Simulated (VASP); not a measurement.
# NiSb (Breithauptite) (P6_3/mmc) in VASP: notebook, part 2 of 2

VASP 6.6.1. Earlier steps stand in the parts before.

## Step 4: Relaxation of cell and atoms, PBEsol+D3, collinear spin, random start

Input file INCAR:

```
  PREC = Accurate
  ENCUT = 600
  EDIFF = 1E-6
  ISMEAR = 0
  SIGMA = 0.05
  LREAL = F
  LASPH = T
  NELM = 150
  ALGO = Normal
  ISIF = 3
  LWAVE = F
  LCHARG = F
  ISPIN = 2
  MAGMOM = 0 0 -0.13 -0.41
  LORBIT = 11
  LMAXMIX = 4
  GGA = PS
  IVDW = 11
  IBRION = 2
  NSW = 60
  EDIFFG = -0.01
```

Input file NiSb.cif:

```cif
data_NiSb
_cell_length_a 3.92800000
_cell_length_b 3.92800000
_cell_length_c 5.12000000
_cell_angle_alpha 90.00000000
_cell_angle_beta 90.00000000
_cell_angle_gamma 120.00000000
_space_group_name_H-M_alt 'P6_3/mmc'
_space_group_name_Hall '-P 6c 2c'
_space_group_IT_number 194
loop_
_space_group_symop_operation_xyz
'x,y,z'
'-x,-y,-z'
'x-y,x,z+1/2'
'-x+y,-x,-z+1/2'
'-y,x-y,z'
'y,-x+y,-z'
'-x,-y,z+1/2'
'x,y,-z+1/2'
'-x+y,-x,z'
'x-y,x,-z'
'y,-x+y,z+1/2'
'-y,x-y,-z+1/2'
'-y,-x,-z+1/2'
'y,x,z+1/2'
'-x,-x+y,-z'
'x,x-y,z'
'-x+y,y,-z+1/2'
'x-y,-y,z+1/2'
'y,x,-z'
'-y,-x,z'
'x,x-y,-z+1/2'
'-x,-x+y,z+1/2'
'x-y,-y,-z'
'-x+y,y,z'
loop_
_atom_site_label
_atom_site_type_symbol
_atom_site_symmetry_multiplicity
_atom_site_Wyckoff_symbol
_atom_site_fract_x
_atom_site_fract_y
_atom_site_fract_z
_atom_site_occupancy
Sb1 Sb 2 c 0.6666666667 0.3333333333 0.7500000000 1
Ni1 Ni 2 a 0.0000000000 0.0000000000 0.5000000000 1
```

Input file KPOINTS:

```
regular mesh
0
Gamma
  8 8 5
```

Input file POSCAR:

```
Sb Ni
 1.0000000000000000
     3.9279999999999999    0.0000000000000000    0.0000000000000000
    -1.9639999999999991    3.4017477860652754    0.0000000000000000
     0.0000000000000000    0.0000000000000000    5.1200000000000001
 Sb  Ni 
   2   2
Cartesian
  1.9640000001964006  1.1339159285750338  3.8399999999999999
 -0.0000000001963996  2.2678318574902416  1.2800000000000000
  0.0000000000000000  0.0000000000000000  2.5600000000000001
  0.0000000000000000  0.0000000000000000  0.0000000000000000
```

Potentials or basis: VASP PAW PBE potentials, release 64 (Sb, Ni_pv).

Launch:

```console
ase convert -i cif -o vasp NiSb.cif POSCAR
cat potpaw_PBE.64/Sb/POTCAR potpaw_PBE.64/Ni_pv/POTCAR > POTCAR
mpirun -np 1 vasp_std > vasp.out
```

OUTCAR:

```text
PREC = Accurate
   ENCUT = 600
   EDIFF = 1E-6
   ISMEAR = 0
   LREAL = F
   LASPH = T
   NELM = 150
   ISIF = 3
   ISPIN = 2
   LORBIT = 11
   GGA = PS
   IVDW = 11
   IBRION = 2
   NSW = 60
   EDIFFG = -0.01
 IVDW          = 11

 ion  position               nearest neighbor table
   1  0.667  0.333  0.750-   3 2.60   4 2.60   3 2.60   4 2.60   3 2.60   4 2.60   2 3.42   2 3.42
                             2 3.42   2 3.42   2 3.42   2 3.42
   2  0.333  0.667  0.250-   3 2.60   4 2.60   3 2.60   4 2.60   3 2.60   4 2.60   1 3.42   1 3.42
                             1 3.42   1 3.42   1 3.42   1 3.42
   3  0.000  0.000  0.500-   1 2.60   2 2.60   1 2.60   2 2.60   1 2.60   2 2.60
   4  0.000  0.000  0.000-   1 2.60   2 2.60   1 2.60   2 2.60   1 2.60   2 2.60

  LATTYP: Found a hexagonal cell.
 ALAT       =     3.9280000000
 C/A-ratio  =     1.3034623218

  Lattice vectors:

 A1 = (   3.9280000000,   0.0000000000,   0.0000000000)
 A2 = (  -1.9640000000,   3.4017477861,   0.0000000000)
 A3 = (   0.0000000000,   0.0000000000,   5.1200000000)

Analysis of symmetry for initial positions (statically):
=====================================================================
 Subroutine PRICEL returns:
 Original cell was already a primitive cell.

 Routine SETGRP: Setting up the symmetry group for a
 hexagonal supercell.

 Subroutine GETGRP returns: Found 24 space group operations
 (whereof 12 operations were pure point group operations)
 out of a pool of 24 trial point group operations.

The static configuration has the point symmetry D_3d.
 The point group associated with its full space group is D_6h.

Analysis of symmetry for dynamics (positions and initial velocities):
=====================================================================
 Subroutine PRICEL returns:
 Original cell was already a primitive cell.

 Routine SETGRP: Setting up the symmetry group for a
 hexagonal supercell.

 Subroutine GETGRP returns: Found 24 space group operations
 (whereof 12 operations were pure point group operations)
 out of a pool of 24 trial point group operations.

The dynamic configuration has the point symmetry D_3d.
 The point group associated with its full space group is D_6h.

Analysis of structural, dynamic, and magnetic symmetry:
[... 143 lines left out ...]
   IVDW    =    11    specifies the selected vdW correction
   LEPSILON=     F    determine dielectric tensor
   LRPA    =     F    only Hartree local field effects (RPA)
 conjugate gradient relaxation of ions
 spin polarized calculation
 Gauss-broadening in eV      SIGMA  =   0.05
  energy-cutoff  :      600.00
  volume of cell :       68.41
 maximum number of plane-waves:      2306
 NGX is ok and might be reduce to    32
   NGX = 15   NGY = 15   NGZ = 21

--------------------------------------- Ionic step        1  -------------------------------------------

 number of electron      42.0000064 magnetization      -0.0002729

 number of electron      42.0000064 magnetization       0.0000168

 Free energy of the ion-electron system (eV)
  ---------------------------------------------------
  ext. energy  EPLUGINS =         0.00000000
  ---------------------------------------------------
  free energy    TOTEN  =       -22.69272128 eV

  energy without entropy =      -22.69044892  energy(sigma->0) =      -22.69158510

 E-fermi :   9.3761     XC(G=0): -11.8340

 val. band max:        9.3710563222   @ k =   0.1250   0.0000   0.0000
 cond. band min:       9.3916460809   @ k =   0.0000   0.0000   0.0000
 fundamental gap:      0.0205897587
 Fermi energy:         9.3761188565

 spin component 1

 k-point     1 :       0.0000    0.0000    0.0000
  band No.  band energies     occupation
      1     -54.1832      1.00000
      2     -54.1832      1.00000
      3     -54.1744      1.00000
      4     -54.1744      1.00000
      5     -54.1580      1.00000
      6     -54.0695      1.00000
[... 1514 lines left out ...]
 number of electron      42.0000014 magnetization      -0.0000000

 number of electron      42.0000014 magnetization       0.0000000

 Free energy of the ion-electron system (eV)
  ---------------------------------------------------
  ext. energy  EPLUGINS =         0.00000000
  ---------------------------------------------------
  free energy    TOTEN  =       -22.68209996 eV

  energy without entropy =      -22.67983131  energy(sigma->0) =      -22.68096563

 E-fermi :  10.0718     XC(G=0): -12.0771

 val. band max:       10.0485585663   @ k =   0.1250   0.0000   0.0000
 cond. band min:      10.1214587826   @ k =   0.3750   0.2500   0.0000
 fundamental gap:      0.0729002163
 Fermi energy:        10.0717781448

 spin component 1

 k-point     1 :       0.0000    0.0000    0.0000
  band No.  band energies     occupation
      1     -53.6204      1.00000
      2     -53.6204      1.00000
      3     -53.6091      1.00000
      4     -53.6091      1.00000
      5     -53.6001      1.00000
      6     -53.4858      1.00000
[... 1374 lines left out ...]
  FREE ENERGIE OF THE ION-ELECTRON SYSTEM (eV)
  ---------------------------------------------------
  free  energy   TOTEN  =       -23.9339828920 eV

  energy  without entropy=      -23.9317142438  energy(sigma->0) =      -23.93284857

 reached required accuracy - stopping structural energy minimisation

 total charge

# of ion       s       p       d       tot
------------------------------------------
    1        1.124   1.253   0.085   2.463
    2        1.124   1.253   0.085   2.463
    3        0.302   6.258   8.104  14.664
    4        0.302   6.258   8.104  14.664
--------------------------------------------------
tot          2.852  15.023  16.379  34.254

 magnetization (x)

# of ion       s       p       d       tot
------------------------------------------
    1       -0.000   0.000   0.000   0.000
    2       -0.000   0.000   0.000   0.000
    3       -0.000  -0.000  -0.000  -0.000
    4        0.000   0.000   0.000   0.000
--------------------------------------------------
tot         -0.000   0.000   0.000   0.000
```

OSZICAR:

```text
N       E                     dE             d eps       ncg     rms          rms(c)
DAV:   1     0.406610481036E+03    0.40661E+03   -0.27216E+04  5208   0.195E+03
DAV:   2    -0.253004031813E+01   -0.40914E+03   -0.40365E+03  4111   0.527E+02
[... 62 lines left out ...]
DAV:   3    -0.226832233465E+02    0.43629E-03   -0.93284E-03  4484   0.144E+00    0.321E-01
DAV:   4    -0.226820952417E+02    0.11281E-02   -0.35822E-03  4857   0.831E-01    0.399E-02
DAV:   5    -0.226821043287E+02   -0.90870E-05   -0.21455E-04  4718   0.224E-01    0.330E-02
DAV:   6    -0.226821010951E+02    0.32337E-05   -0.73293E-05  5134   0.210E-01    0.211E-02
DAV:   7    -0.226820995057E+02    0.15894E-05   -0.13157E-05  4466   0.822E-02    0.764E-03
DAV:   8    -0.226820999588E+02   -0.45313E-06   -0.17388E-06  2480   0.144E-02
   5 F= -.23933983E+02 E0= -.23932849E+02  d E =-.135774E-02  mag=     0.0000
```

Wall time 9.4 min (1 thread of Intel Xeon Platinum 8488C (Sapphire Rapids), shared host); peak memory 0.34 GiB.

Results:

```
Free energy                                           : -23.9340 eV
Relaxed volume                                        : 16.31 Å³/atom
Relaxed cell                                          : a = 3.881 Å, b = 3.881 Å, c = 5.003 Å, α = 90.00°, β = 90.00°, γ = 120.00°
Space group after relaxing (to 0.05 Å)                : P6_3/mmc (No. 194)
Energy gained by relaxing                             : 16.2 meV/atom
Ionic steps                                           : 5
Pressure after relaxing                               : 0.0 GPa
Band gap on the k mesh                                : none (metal or under the smearing width)
Net moment                                            : 0.00 μB per cell
Valence electrons inside the program's atomic spheres : Sb 2.46; Ni 14.66
Dispersion energy per atom                            : -0.313 eV
```

The path:
```tsv
step	energy change (eV)	largest force (eV/Å)	pressure (GPa)	volume (Å³)
1	0.0000	0.0000	-6.04	68.41
2	0.0049	0.0000	7.64	62.23
3	-0.0634	0.0000	0.04	65.26
4	-0.0644	0.0001	-0.03	65.26
5	-0.0647	0.0000	-0.01	65.26
```

Final structure:
```
CELL_PARAMETERS angstrom
3.88097 0.00000 0.00000
-1.94048 3.36102 0.00000
0.00000 0.00000 5.00292
ATOMIC_POSITIONS crystal
Sb 0.66667 0.33333 0.75000
Sb 0.33333 0.66667 0.25000
Ni 0.00000 0.00000 0.50000
Ni 0.00000 0.00000 0.00000
```

Levels at points of the mesh, in eV from the Fermi level:
Spin up:
```csv
k point,band 19,band 20,band 21,band 22,band 23,band 24
"(0.00, 0.00, 0.00)",0.05,0.58,0.58,2.60,2.60,3.08
"(0.50, 0.00, 0.00)",-1.69,-1.44,-1.36,-0.27,1.28,3.44
```
Spin down:
| k point | band 17 | band 18 | band 19 | band 20 | band 21 | band 22 | band 23 | band 24 | band 25 |
| --- | --- | --- | --- | --- | --- | --- | --- | --- | --- |
| (0.00, 0.00, 0.00) | -1.38 | -1.38 | 0.05 | 0.58 | 0.58 | 2.60 | 2.60 | 3.08 | 4.34 |
| (0.50, 0.00, 0.00) | -2.25 | -1.98 | -1.69 | -1.44 | -1.36 | -0.27 | 1.28 | 3.44 | 4.28 |

Caveat: the PAW data sets were made with another functional, which shifts forces and pressure a little; pairwise dispersion overbinds metals, which lowers pressure and volume.
